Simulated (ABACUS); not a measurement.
Runs of ABACUS 3.10.1 on ZnSe (Stilleite). It takes space group F-43m (No. 216, cubic). Conventional cell: a = 5.668 Å, b = 5.668 Å, c = 5.668 Å, α = 90.00°, β = 90.00°, γ = 90.00°. Se (site symmetry -43m) has 4 Zn at 2.45 Å as nearest neighbours. Zn (site symmetry -43m) is surrounded by 4 Se at 2.45 Å. 

```tsv
task	level	potentials or basis	cell	k mesh	cutoff (eV)	radial cutoff of the potentials (pseudo_rcut)	symmetry key	max steps of the relaxation	force threshold	optimiser	gap on the mesh (eV)	pressure (GPa)	relaxed volume (Å³/atom)
single point	TM	SG15 ONCV 1.2 PBE, plane waves	as given	5 × 5 × 5	1374	10 bohr	1	-	-	-	(d)	-0.2	-
relaxation of cell and atoms	TM	SG15 ONCV 1.2 PBE, plane waves	relaxed	5 × 5 × 5	1374	10 bohr	1	60	0.01 eV/Å	cg	1.49	0.0	22.68
relaxation of cell and atoms	B86bPBE	PseudoDojo NC SR 0.4.1 PBE standard, plane waves	relaxed	6 × 6 × 6	1184	7 bohr	1	60	0.02 eV/Å	cg	1.12	0.0	23.73
relaxation of cell and atoms	revPBE	Ansatz NC PBE, plane waves	relaxed	6 × 6 × 6	1184	7 bohr	1	60	0.01 eV/Å	cg	1.16	0.0	(c)
single point	B86bPBE	PseudoDojo NC SR 0.4.1 PBE standard, plane waves	as given	6 × 6 × 6	1184	7 bohr	1	-	-	-	(a)	2.6	-
single point	revPBE	Ansatz NC PBE, plane waves	as given	6 × 6 × 6	1184	7 bohr	1	-	-	-	(b)	4.2	-
```

Alike in all rows: no spin polarisation; smearing fermi-dirac 0.05 eV.

Estimate the missing entries.

(a) 1.29; (b) 1.43; (c) 24.37; (d) 1.47.

Caveats: the potentials were made for another functional, which shifts forces and pressure.

A k mesh can miss the band edges, and the runs leave out spin-orbit coupling on Se.

The runs don't all hold the same shells in valence.
